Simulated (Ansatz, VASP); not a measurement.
**Two plane-wave programs on Pd**

Contents of INCAR:

```
SYSTEM = Pd
  PREC = Accurate
  ENCUT = 520
  EDIFF = 1E-7
  ISMEAR = -1
  SIGMA = 0.15
  LREAL = .FALSE.
  LASPH = .TRUE.
  NELM = 60
  ALGO = Normal
  ISIF = 2
  LWAVE = .FALSE.
  LCHARG = .TRUE.
  GGA = PS
  LELF = .TRUE.
  LVHAR = .TRUE.
  NBANDS = 11
```

The input KPOINTS:

```
Automatic mesh
0
G
  15 15 15
  0 0 0
```

The input POSCAR:

```
Pd
1.0
    0.0000000000      1.9465000000      1.9465000000
    1.9465000000      0.0000000000      1.9465000000
    1.9465000000      1.9465000000      0.0000000000
Pd
1
Direct
    0.0000000000      0.0000000000      0.0000000000
```

Input for Ansatz:

```yaml
crystal:
  lattice:
    - [0.0, 1.9465, 1.9465]
    - [1.9465, 0.0, 1.9465]
    - [1.9465, 1.9465, 0.0]
  atoms:
    - { symbol: Pd, position: [0.0, 0.0, 0.0] }
kpoints:
  mp_grid:
    grid: [15, 15, 15]
hamiltonian:
  xc: pbesol
  pseudopotentials:
    kind: paw
scf:
  occupations:
    method: fermi_dirac
    width: 0.15
output:
  forces: true
  stress: true
  eigenvalues: true
```

Alike in both runs: task single point; functional PBEsol; k mesh 15 × 15 × 15; occupations fermi-dirac, width 0.15 eV; no spin polarisation.

|  | VASP | Ansatz |
| --- | --- | --- |
| version | VASP 6.6.1 | Ansatz 0.2.0 |
| potentials or method | VASP PAW PBE potentials, release 64 (Pd) | plane waves, PAW |
| plane-wave cutoff (eV) | 520 | 420 |
| valence electrons in the cell | 10 | 18 |

|  | VASP | Ansatz | Ansatz less VASP |
| --- | --- | --- | --- |
| gap on the k mesh at the Fermi level (eV) | none | none | - |
| pressure (GPa) | -2.4 | -2.0 | +0.32 |

A gap of «none» marks a metal or a gap that the smearing closes. The two sets of potentials don't hold the same shells in valence.

Caveats: the PAW data sets were made with another functional, which shifts forces and pressure a little (VASP).
